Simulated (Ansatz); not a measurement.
# BaTiO3: the cost of one run

All numbers below are computed with Ansatz 0.2.0 (DFT PBE, scalar-relativistic, plane waves, PAW).

4 further runs of the same task are left out: 4 set aside as unsound or not needed.

### 1 Starting point

The cell holds 29 atoms (Ba6O17Ti6): a = 7.055 Å, b = 7.055 Å, c = 9.148 Å, α = 74.73°, β = 74.73°, γ = 68.53°.

The coordinates of this cell stand in the input of its own run.

The host was relaxed before at PBE: a = 3.973 Å, b = 5.781 Å, c = 5.831 Å, α = 90.00°, β = 90.00°, γ = 90.00° (conventional cell), 13.390 Å³/atom.

Places, in fractions of the supercell: a vacancy on O at (0.677, 0.177, 0.828). Its neighbours start displaced at random by about 0.03 Å.

### 2 Band edges of the host over the zone

Contents of input.yaml:

```yaml
crystal:
  lattice:
    - [3.9725052574, 0.0, 0.0]
    - [0.0, 2.8904445088, 2.9153854155]
    - [0.0, -2.8904445088, 2.9153854155]
  atoms:
    - { symbol: Ba, position: [0.0, 0.0082750946, 0.0082750946] }
    - { symbol: Ti, position: [0.5, 0.5244580684, 0.5244580684] }
    - { symbol: O, position: [0.5, 0.9731675953, 0.4899429154] }
    - { symbol: O, position: [0.5, 0.4899429154, 0.9731675953] }
    - { symbol: O, position: [0.0, 0.4840563263, 0.4840563263] }
basis:
  ecutwfc: 420
  xc_grid: 2
kpoints:
  mp_grid: { grid: [6, 6, 6] }
  band_path: { path: [VBM, CBM], npoints: 2 }
hamiltonian:
  xc: pbe
scf:
  occupations: { method: gaussian, width: 0.02 }
output:
  forces: true
  stress: true
  eigenvalues: true
```

The run is started by

```console
> ansatz run input.yaml --threads 8 --pin off --max-ram 16384MiB --backend cpu --events-out ev --progress --plain --runs-dir out
```

**Question.** How long does this run take on 8 threads of Arm Neoverse V1, shared host, and how much memory does it need?

About 6 s, with a peak of 0.45 GiB.
